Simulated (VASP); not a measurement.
# SnH₂O₂: screened Coulomb integrals of an active space by constrained RPA

SnH₂O₂, molecule in box, 5 atoms in the cell.

| Functional | Screened U within a state, mean (eV) | Screened U' between states, mean (eV) | Screened J (eV) | Bare U within a state, mean (eV) | Bare U' between states, mean (eV) | Time (s) |
|---|---|---|---|---|---|---|
| LDA | 6.78 | 6.18 | 0.43 | 8.97 | 7.93 | 576 |
| PBE | 6.74 | 6.14 | 0.43 | 8.92 | 7.88 | 484 |
| r2SCAN | 6.99 | 6.36 | 0.47 | 9.02 | 7.97 | 913 |
| PBE0 | 7.19 | 6.59 | 0.54 | 8.85 | 7.92 | 594 |
| HSE06 | 7.03 | 6.43 | 0.53 | 8.86 | 7.93 | 559 |

Limits: the periodic box is only 6.63 Å wide at its narrowest and no larger one was tried.

## Input of the first row

INCAR.step1:
```
SYSTEM = SnH2O2
ENCUT = 420 ; PREC = Accurate
ISMEAR = -1 ; SIGMA = 0.02
LASPH = .True. ; EDIFF = 1E-7
GGA = CA ; ALGO = Normal
NELM = 150 ; LWAVE = .True.
LCHARG = .False.
```

INCAR.step2, as INCAR.step1 but for:
```
- ALGO = Normal
- NELM = 150
+ ALGO = Exact
+ NELM = 1
+ NBANDS = 134
+ LOPTICS = .True.
```

INCAR.step3:
```
SYSTEM = SnH2O2
ENCUT = 420 ; PREC = Accurate
ISMEAR = -1 ; SIGMA = 0.02
LASPH = .True. ; GGA = CA
ALGO = CRPA ; NBANDS = 136
ENCUTGW = 90 ; PRECFOCK = Fast
LOCALIZED_BASIS = BLOCH ; LWAVE = .False.
LCHARG = .False. ; NCRPA_BANDS = 14 15
NTARGET_STATES = 14 15
```

KPOINTS:
```
k-points
0
Gamma
  1 1 1
```

POSCAR:
```
SnH2O2
1.0
    8.4600000000      0.0000000000      0.0000000000
    0.0000000000      6.6400000000      0.0000000000
    0.0000000000      0.0000000000      6.6300000000
O Sn H
2 1 2
Direct
    0.4037115800      0.5455120500      0.4097209700
    0.7046690300      0.5191716900      0.5982428500
    0.5018912500      0.3765813300      0.6230995500
    0.2953309700      0.5178915700      0.3769004500
    0.7005792000      0.6234186700      0.4972775300
```

Commands (each step's output is kept before the next begins):
```
cat potpaw_LDA.64/O_GW/POTCAR potpaw_LDA.64/Sn_d_GW/POTCAR potpaw_LDA.64/H_GW/POTCAR > POTCAR
cp INCAR.step1 INCAR
mpirun -np 4 vasp_std > vasp.out
cp INCAR.step2 INCAR
mpirun -np 4 vasp_std > vasp.out
cp INCAR.step3 INCAR
mpirun -np 4 vasp_std > vasp.out
```

Changes of the last row against the first:
```
(all steps)
- GGA = CA
+ GGA = PE
+ LHFCALC = True
+ HFSCREEN = 0.2
- cat potpaw_LDA.64/O_GW/POTCAR potpaw_LDA.64/Sn_d_GW/POTCAR potpaw_LDA.64/H_GW/POTCAR > POTCAR
+ cat potpaw_PBE.64/O_GW/POTCAR potpaw_PBE.64/Sn_d_GW/POTCAR potpaw_PBE.64/H_GW/POTCAR > POTCAR
```

VASP 6.6.1 took 576 s on 4 cores (Intel Xeon Platinum 8488C (Sapphire Rapids)), a shared host.
